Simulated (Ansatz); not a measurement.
# Cr (P6_3/mmc) in Ansatz: a series of runs, part 3 of 3

Ansatz 0.2.0. Earlier steps stand in the parts before.

### 4 Band structure, LDA, collinear spin, ferromagnetic start

input.yaml

```yaml
crystal:
  lattice:
    - [2.714, 0.0, 0.0]
    - [-1.357, 2.3503929459, 0.0]
    - [0.0, 0.0, 4.41]
  atoms:
    - { symbol: Cr, position: [0.6666666667, 0.3333333333, 0.75], spin: 3.0 }
    - { symbol: Cr, position: [0.3333333333, 0.6666666667, 0.25], spin: 3.0 }
hamiltonian:
  xc: lda
  pseudopotentials: { kind: paw }
magnetization:
  spin_polarized: true
kpoints:
  mp_grid: { grid: [11, 11, 6] }
  band_path:
    path:
      - [[0.0, 0.0, 0.0], [0.5, 0.0, 0.0], [0.3333333333, 0.3333333333, 0.0], [0.0, 0.0, 0.0], [0.0, 0.0, 0.5], [0.5, 0.0, 0.5], [0.3333333333, 0.3333333333, 0.5], [0.0, 0.0, 0.5]]
      - [[0.5, 0.0, 0.5], [0.5, 0.0, 0.0]]
      - [[0.3333333333, 0.3333333333, 0.0], [0.3333333333, 0.3333333333, 0.5]]
    npoints: 14
scf:
  occupations: { method: fermi_dirac, width: 0.05 }
  n_extra_bands: 6
output:
  forces: true
  stress: true
  eigenvalues: true
  fatbands: false
```

Potentials or basis: Ansatz PAW.

Command:

```
ansatz run input.yaml --threads 2 --pin off --max-ram 5632MiB --backend cpu --events-out ev --progress --plain --runs-dir out
```

What it wrote:

```text
Warning: the band count 20 (scf.n_extra_bands) hosts the net moment |M| = 6.0000 μB (N_el = 28) but caps the reachable moment at 2·n_bands − N_el = 12.0000 μB, below the 21 bands that the automatic rule leaves for it — a moment growing past the seed, or the majority channel's smearing tail, pins there with fewer empty majority states than that count leaves; raise or omit scf.n_extra_bands unless the cap is intended
Warning: RAYON_NUM_THREADS=2 ignored (pool sized by the plan → 2); use --threads N
scf.n_extra_bands = 6 over 14 filled bands (N_el = 28.0): the run solves 20 bands
Engine: ansatz 0.2.0, x86_64-unknown-linux-gnu
Pseudopotentials: kind: paw
Pseudopotential: Cr, paw, valence charge 14, recommended cutoff 420 eV (normal), Cr.paw.azcp
Functional definition: SPW92
  exchange = slater_x
  correlation = pw_c
Crystal: 2 atoms, lattice volume = 28.131 Å³
Basis set: ecut = 420 eV, 549 PW (Γ)
Bands: 20, of which v1, the nominal top of the filled ones, is band 14 counted from 1 (13 counted from 0)
Symmetry: 24 space group operations
Space group: P63/mmc (ITA 194), of the structure as read, at distance tolerance 3.0e-5 Å
Magnetic group: BNS 194.263 (UNI 1493), of the structure as read, at distance tolerance 3.0e-5 Å
k-points: 64 of 726
Non-local potential: Cr, projectors of the file, l = 0: 3, l = 1: 2, l = 2: 3, l = 3: 1
PAW form: soft (Blöchl's): semilocal exchange-correlation on the pseudo side does not see the compensation charge
PAW frozen core: Cr, regenerated for the run's functional, and the local potential with it (the file was generated under x = pbe(κ = 0.804, μ = 0.2195149727645171), c = pbe(β = 0.06672455060314922))
PAW one-centre angular grid: Cr, 590 points (default); XC on 64 Gauss nodes
Initial density: superposition of atomic densities (chi_scale 0.1, normalization cell)
Starting moments: Σ|m| = 6 μB on 2 of 2 sites
Initial wavefunctions: pseudopotential atomic-orbital guess
Functional: x = slater, c = lda
SCF iter   1: F=—  HF=-6649.112405 eV  |F-HF|=—  |Δ(HF+E_count)|=         —  Δρ=2.61e-1 (↑2.61e-1 ↓8.40e-2)  dr2=1.18e1  dr2_m=6.60e0  M=1.731 μB ∫|m|=1.731 μB  β_m=0.30  ethr=3.10e-3  ⟨swp⟩=3.5  Hψ=8981  notcnv=0
Mixer restart at iter 1: flushing history
preconditioner: auto → none  [metal: Δε(μ)=0.017 eV  Ē_g=4.573 eV  σ=0.050 eV  W_gap=0.08  n_scr=8 (ndim 8)  ℏωp=24.3 eV  f_vac=0.000  D(μ)=3.12/eV (n_scr^D=36)  sad-step TF]
SCF iter   2: F=—  HF=-6645.738606 eV  |F-HF|=—  |Δ(HF+E_count)|=    3.37e0  Δρ=1.50e-1 (↑1.50e-1 ↓6.56e-2)  dr2=3.25e0  dr2_m=2.70e0  M=1.888 μB ∫|m|=1.888 μB  β_m=0.49  ethr=3.10e-3  ⟨swp⟩=2.0  Hψ=5839  notcnv=0  defer=51
SCF iter   3: F=—  HF=-6644.366998 eV  |F-HF|=—  |Δ(HF+E_count)|=    1.37e0  Δρ=3.71e-2 (↑3.71e-2 ↓2.49e-2)  dr2=1.43e-1  dr2_m=2.24e-1  M=1.767 μB ∫|m|=1.767 μB  β_m=0.62  ethr=3.10e-3  ⟨swp⟩=2.6  Hψ=4904  notcnv=0  defer=48
SCF iter   4: F=—  HF=-6644.313359 eV  |F-HF|=—  |Δ(HF+E_count)|=   5.36e-2  Δρ=8.54e-3 (↑2.84e-3 ↓8.54e-3)  dr2=1.25e-2  dr2_m=6.95e-3  M=1.495 μB ∫|m|=1.495 μB  β_m=0.81  ethr=5.11e-4  ⟨swp⟩=2.1  Hψ=4912  notcnv=0  defer=29
SCF iter   5: F=—  HF=-6644.333698 eV  |F-HF|=—  |Δ(HF+E_count)|=   2.03e-2  Δρ=5.65e-3 (↑5.65e-3 ↓4.21e-3)  dr2=4.63e-4  dr2_m=6.20e-3  M=1.333 μB ∫|m|=1.334 μB  β_m=0.91  ethr=4.46e-5  ⟨swp⟩=2.5  Hψ=4500  notcnv=0  defer=28
SCF iter   6: F=—  HF=-6644.333224 eV  |F-HF|=—  |Δ(HF+E_count)|=   4.74e-4  Δρ=2.53e-3 (↑2.53e-3 ↓2.07e-3)  dr2=5.20e-5  dr2_m=1.37e-3  M=1.228 μB ∫|m|=1.228 μB  β_m=0.95  ethr=1.65e-6  ⟨swp⟩=2.4  Hψ=4742  notcnv=0  defer=28
SCF iter   7: F=—  HF=-6644.333116 eV  |F-HF|=—  |Δ(HF+E_count)|=   1.08e-4  Δρ=5.54e-4 (↑5.54e-4 ↓1.12e-4)  dr2=6.78e-5  dr2_m=2.11e-5  M=1.120 μB ∫|m|=1.120 μB  β_m=0.86  ethr=1.86e-7  ⟨swp⟩=2.2  Hψ=4467  notcnv=0  defer=28
SCF iter   8: F=—  HF=-6644.333107 eV  |F-HF|=—  |Δ(HF+E_count)|=   9.59e-6  Δρ=2.21e-4 (↑2.21e-4 ↓2.00e-4)  dr2=1.86e-7  dr2_m=1.14e-5  M=1.119 μB ∫|m|=1.119 μB  β_m=0.93  ethr=1.86e-7  ⟨swp⟩=3.0  Hψ=4834  notcnv=0  defer=28
SCF iter   9: F=—  HF=-6644.333106 eV  |F-HF|=—  |Δ(HF+E_count)|=   6.06e-7  Δρ=2.48e-5 (↑2.48e-5 ↓8.80e-6)  dr2=2.29e-7  dr2_m=2.69e-8  M=1.107 μB ∫|m|=1.107 μB  β_m=0.96  ethr=6.63e-10  ⟨swp⟩=2.8  Hψ=4823  notcnv=0  defer=28
SCF iter  10: F=—  HF=-6644.333106 eV  |F-HF|=—  |Δ(HF+E_count)|=   6.58e-8  Δρ=3.41e-6 (↑2.69e-6 ↓3.41e-6)  dr2=2.77e-10  dr2_m=2.31e-9  M=1.107 μB ∫|m|=1.107 μB  β_m=0.98  ethr=6.63e-10  ⟨swp⟩=2.6  Hψ=4266  notcnv=0  defer=28
SCF iter  11: F=-6644.333106 eV  HF=-6644.333106 eV  |F-HF|=2.08e-10  |Δ(HF+E_count)|=  7.55e-10  Δρ=1.18e-6 (↑1.18e-6 ↓5.07e-7)  dr2=2.66e-10  dr2_m=1.29e-10  M=1.107 μB ∫|m|=1.107 μB  ethr=1.00e-12  ⟨swp⟩=1.9  Hψ=8033  notcnv=0
SCF 1 converged in 11 iterations: F = -6644.333106 eV  dr2 = 2.66e-10
NSCF: frozen V_eff on 129 k-points
SCF converged after 11 iterations
Magnetization: 1.1067 μB (14.5534 up, 13.4466 down)
Absolute magnetization: 1.1068 μB (∫|ρ↑−ρ↓|, with the PAW one-centre terms)
Spin contamination: 0.0014 ħ² per cell (⟨S²⟩ above its minimum at these occupations)
Per-site moments (μB) at R_I (Å): [(0.5048616626679335, 1.1158327308725133), (0.5048616626679334, 1.1158327308725133)]
Free energy (F): -6644.333106 eV
Harris-Foulkes:  -6644.333106 eV  (|F-HF|=2.08e-10)
Internal energy: -6644.291747 eV  (E = F + TS)
E sigma→0 (E₀):  -6644.312426 eV
Entropy (-TS):   -0.041359 eV (-20.680 meV/atom)
Fermi energy:    14.866872 eV
--- Per-component energies (eV) ---
  E_band       = -396.312621
  E_kinetic    = 678.928376
  E_local      = -2705.322081  (includes V_loc(G=0)·N_el)
  E_nonlocal   = 165.900670
  E_hartree    = 1146.845039
  E_xc         = -274.115542
  E_vxc        = -351.494149  (∫ρ·V_xc dr)
  E_paw        = -2280.437221  (= ΣΔE_a)
  E_vpaw       = -478.015302  (= ΣTr[D̂ρ^β])
  E_aug_tail   = 0.000727  (compensation charges beyond the density's cutoff)
  E_ewald      = -3376.821965
  E_core_change = 0.730249  (= ΣΔE_core)
  E_smearing   = -0.041359  (= −TS)
  E_closure    = 0.000000  (closes the sum)
  Σ components = -6644.333106   (vs F -6644.333106, Δ=0.00e0)
--- Forces (eV/Å), atoms counted from 1 ---
  atom   1  Cr    -0.00000000     0.00000000     0.00000000
  atom   2  Cr    -0.00000000    -0.00000000     0.00000000
  max |Σ_I F_I| component: 2.78e-17 eV/Å
--- Stress (GPa, compression-positive) ---
      -40.412910       0.000000       0.000000
        0.000000     -40.412910       0.000000
        0.000000       0.000000     -33.954958
  P = ⅓ Tr σ = -38.2603 GPa (-382.603 kbar)
--- Band table (eV; the first three rows and the last of 128) ---
  k-point 0 ↑: bands = ["-56.2120", "-56.1197", "-28.0523", "-27.6747", "-27.6747", "-27.6063", "-27.6063", "-27.5492", "7.8365", "11.4037", "14.3589", "14.3589", "14.3765", "14.7316", "14.7316", "15.1879", "15.1879", "15.4001", "16.4435", "16.4435"]
  k-point 1 ↑: bands = ["-56.2058", "-56.1260", "-28.0194", "-27.6702", "-27.6702", "-27.6109", "-27.6109", "-27.5838", "8.0809", "11.2974", "14.2863", "14.2945", "14.2945", "14.6471", "14.6471", "14.8184", "15.3675", "15.3675", "16.4281", "16.4281"]
  k-point 2 ↑: bands = ["-56.1890", "-56.1429", "-27.9289", "-27.6774", "-27.6577", "-27.6577", "-27.6234", "-27.6234", "8.7781", "10.7857", "14.0400", "14.0651", "14.2396", "14.2396", "14.4626", "14.4626", "15.7345", "15.7345", "16.3310", "16.3310"]
  k-point 63 ↓: bands = ["-55.6008", "-55.6008", "-27.5105", "-27.5105", "-27.3872", "-27.3872", "-27.1776", "-27.1776", "12.8942", "12.8942", "13.5438", "13.5438", "14.0985", "14.0985", "15.6219", "15.6219", "16.9917", "16.9917", "21.0558", "21.0558"]
```

Run time: 10 s. Hardware: 2 threads of Intel Xeon at 2.50GHz (Skylake/Cascade Lake), shared host; peak memory 0.37 GiB.

What came out:

```yaml
Free_energy: -6644.3331 eV
Pressure: -38.3 GPa
Band_gap_on_the_k_mesh: none (metal or under the smearing width)
Net_moment: 1.11 μB per cell
Absolute_moment: 1.11 μB per cell
Site_moments: Cr +0.50 μB
```

Levels at the corners of the path, in eV from the Fermi level:
Spin up:
```csv
point,band 11,band 12,band 13,band 14,band 15,band 16,band 17,band 18
Γ,-0.51,-0.51,-0.49,-0.14,-0.14,0.32,0.32,0.53
M,-2.72,-1.02,-0.65,-0.54,-0.09,1.74,1.85,1.91
K,-2.16,-1.99,-0.88,-0.88,0.15,1.47,1.47,1.57
Γ,-0.51,-0.51,-0.49,-0.14,-0.14,0.32,0.32,0.53
A,-0.99,-0.99,-0.57,-0.57,-0.57,-0.57,1.23,1.23
L,-1.88,-1.88,0.42,0.42,0.85,0.85,1.84,1.84
H,-2.00,-2.00,-1.12,-1.12,0.27,0.27,1.67,1.67
A,-0.99,-0.99,-0.57,-0.57,-0.57,-0.57,1.23,1.23
L,-1.88,-1.88,0.42,0.42,0.85,0.85,1.84,1.84
M,-2.72,-1.02,-0.65,-0.54,-0.09,1.74,1.85,1.91
K,-2.16,-1.99,-0.88,-0.88,0.15,1.47,1.47,1.57
H,-2.00,-2.00,-1.12,-1.12,0.27,0.27,1.67,1.67
```
Spin down:
| point | band 11 | band 12 | band 13 | band 14 | band 15 | band 16 | band 17 | band 18 |
| --- | --- | --- | --- | --- | --- | --- | --- | --- |
| Γ | -0.10 | -0.08 | -0.08 | 0.30 | 0.30 | 0.74 | 0.78 | 0.78 |
| M | -2.35 | -0.76 | -0.21 | -0.13 | 0.30 | 2.22 | 2.34 | 2.39 |
| K | -1.83 | -1.65 | -0.47 | -0.47 | 0.58 | 1.91 | 1.91 | 2.06 |
| Γ | -0.10 | -0.08 | -0.08 | 0.30 | 0.30 | 0.74 | 0.78 | 0.78 |
| A | -0.64 | -0.64 | -0.13 | -0.13 | -0.13 | -0.13 | 1.70 | 1.70 |
| L | -1.50 | -1.50 | 0.88 | 0.88 | 1.17 | 1.17 | 2.32 | 2.32 |
| H | -1.63 | -1.63 | -0.77 | -0.77 | 0.72 | 0.72 | 2.11 | 2.11 |
| A | -0.64 | -0.64 | -0.13 | -0.13 | -0.13 | -0.13 | 1.70 | 1.70 |
| L | -1.50 | -1.50 | 0.88 | 0.88 | 1.17 | 1.17 | 2.32 | 2.32 |
| M | -2.35 | -0.76 | -0.21 | -0.13 | 0.30 | 2.22 | 2.34 | 2.39 |
| K | -1.83 | -1.65 | -0.47 | -0.47 | 0.58 | 1.91 | 1.91 | 2.06 |
| H | -1.63 | -1.63 | -0.77 | -0.77 | 0.72 | 0.72 | 2.11 | 2.11 |

Caveat: a pressure of tens of GPa on the cell as given is suspect, and the run, the potentials or the cell itself is likely at fault; the PAW data sets come from PBE, with cores solved anew for the run's functional, which leaves a small shift of forces and pressure.

### 5 Band structure, PBEsol, collinear spin, ferromagnetic start

input.yaml, as its differences from that of step 4:

```diff
@@ -9,3 +9,3 @@
 hamiltonian:
-  xc: lda
+  xc: pbesol
   pseudopotentials: { kind: paw }
```

Command:

```
ansatz run input.yaml --threads 2 --pin off --max-ram 5632MiB --backend cpu --events-out ev --progress --plain --runs-dir out
```

Wall time 26 s (2 threads of Intel Xeon at 2.50GHz (Skylake/Cascade Lake), shared host); peak memory 0.51 GiB.

The run converged. Its results:

```
Free energy            : -6696.8165 eV
Pressure               : -32.1 GPa
Band gap on the k mesh : none (metal or under the smearing width)
Net moment             : 1.64 μB per cell
Absolute moment        : 1.64 μB per cell
Site moments           : Cr +0.75 μB
```

Stress tensor (GPa, compression positive):
```
-33.71   0.00   0.00
  0.00 -33.71   0.00
  0.00   0.00 -28.99
```

Levels at the corners of the path, in eV from the Fermi level:
Spin up:
| point | band 12 | band 13 | band 14 | band 15 | band 16 | band 17 | band 18 | band 19 |
| --- | --- | --- | --- | --- | --- | --- | --- | --- |
| Γ | -0.64 | -0.60 | -0.27 | -0.27 | 0.19 | 0.19 | 0.37 | 1.44 |
| M | -1.17 | -0.78 | -0.68 | -0.21 | 1.60 | 1.71 | 1.77 | 2.98 |
| K | -2.13 | -1.02 | -1.02 | 0.01 | 1.35 | 1.35 | 1.44 | 5.33 |
| Γ | -0.64 | -0.60 | -0.27 | -0.27 | 0.19 | 0.19 | 0.37 | 1.44 |
| A | -1.10 | -0.70 | -0.70 | -0.70 | -0.70 | 1.09 | 1.09 | 1.09 |
| L | -2.00 | 0.29 | 0.29 | 0.72 | 0.72 | 1.71 | 1.71 | 2.55 |
| H | -2.12 | -1.25 | -1.25 | 0.14 | 0.14 | 1.55 | 1.55 | 6.26 |
| A | -1.10 | -0.70 | -0.70 | -0.70 | -0.70 | 1.09 | 1.09 | 1.09 |
| L | -2.00 | 0.29 | 0.29 | 0.72 | 0.72 | 1.71 | 1.71 | 2.55 |
| M | -1.17 | -0.78 | -0.68 | -0.21 | 1.60 | 1.71 | 1.77 | 2.98 |
| K | -2.13 | -1.02 | -1.02 | 0.01 | 1.35 | 1.35 | 1.44 | 5.33 |
| H | -2.12 | -1.25 | -1.25 | 0.14 | 0.14 | 1.55 | 1.55 | 6.26 |
Spin down:
| point | band 10 | band 11 | band 12 | band 13 | band 14 | band 15 | band 16 | band 17 | band 18 | band 19 |
| --- | --- | --- | --- | --- | --- | --- | --- | --- | --- | --- |
| Γ | -3.13 | -0.01 | 0.05 | 0.05 | 0.44 | 0.44 | 0.65 | 0.93 | 0.93 | 2.21 |
| M | -2.60 | -2.28 | -0.78 | -0.07 | -0.03 | 0.39 | 2.36 | 2.50 | 2.53 | 3.56 |
| K | -1.80 | -1.80 | -1.61 | -0.36 | -0.36 | 0.71 | 2.02 | 2.02 | 2.21 | 5.85 |
| Γ | -3.13 | -0.01 | 0.05 | 0.05 | 0.44 | 0.44 | 0.65 | 0.93 | 0.93 | 2.21 |
| A | -4.90 | -0.58 | -0.58 | 0.00 | 0.00 | 0.00 | 0.00 | 1.85 | 1.85 | 1.85 |
| L | -2.93 | -1.42 | -1.42 | 1.02 | 1.02 | 1.17 | 1.17 | 2.46 | 2.46 | 3.10 |
| H | -1.59 | -1.54 | -1.54 | -0.72 | -0.72 | 0.86 | 0.86 | 2.22 | 2.22 | 6.76 |
| A | -4.90 | -0.58 | -0.58 | 0.00 | 0.00 | 0.00 | 0.00 | 1.85 | 1.85 | 1.85 |
| L | -2.93 | -1.42 | -1.42 | 1.02 | 1.02 | 1.17 | 1.17 | 2.46 | 2.46 | 3.10 |
| M | -2.60 | -2.28 | -0.78 | -0.07 | -0.03 | 0.39 | 2.36 | 2.50 | 2.53 | 3.56 |
| K | -1.80 | -1.80 | -1.61 | -0.36 | -0.36 | 0.71 | 2.02 | 2.02 | 2.21 | 5.85 |
| H | -1.59 | -1.54 | -1.54 | -0.72 | -0.72 | 0.86 | 0.86 | 2.22 | 2.22 | 6.76 |

Caveat: a pressure of tens of GPa on the cell as given is suspect, and the run, the potentials or the cell itself is likely at fault; the PAW data sets come from PBE, with cores solved anew for the run's functional, which leaves a small shift of forces and pressure.

### 6 The runs side by side

| task | level | k mesh | points for each segment of the path | gap on the mesh (eV) | pressure (GPa) | moment (μB) |
| --- | --- | --- | --- | --- | --- | --- |
| phonons | PBE | 8 × 8 × 5 | - | none | - | 1.88 |
| band structure | PBE | 11 × 11 × 6 | 14 | none | -25.5 | 1.72 |
| band structure | LDA | 11 × 11 × 6 | 14 | none | -38.3 | 1.11 |
| band structure | PBEsol | 11 × 11 × 6 | 14 | none | -32.1 | 1.64 |

Alike in all rows: potentials or basis Ansatz PAW; spin collinear, ferromagnetic start; cell as given; cutoff (eV) 420; smearing fermi-dirac 0.05 eV.

Every run on the cell as given and a fine mesh finds a metal. The pressure there spans -38.3 GPa (LDA) to -25.5 GPa (PBE); a positive pressure means that this level wants a larger cell, a negative one a smaller.

Caveats: a pressure of tens of GPa on the cell as given is suspect, and the run, the potentials or the cell itself is likely at fault (some runs); the PAW data sets come from PBE, with cores solved anew for the run's functional, which leaves a small shift of forces and pressure (some runs); some modes are imaginary (some runs); so large a pressure means that the cell lies far from this level's equilibrium, or that cutoff or potentials fall short (some runs).

Absolute energies hang on the potentials; compare differences alone.
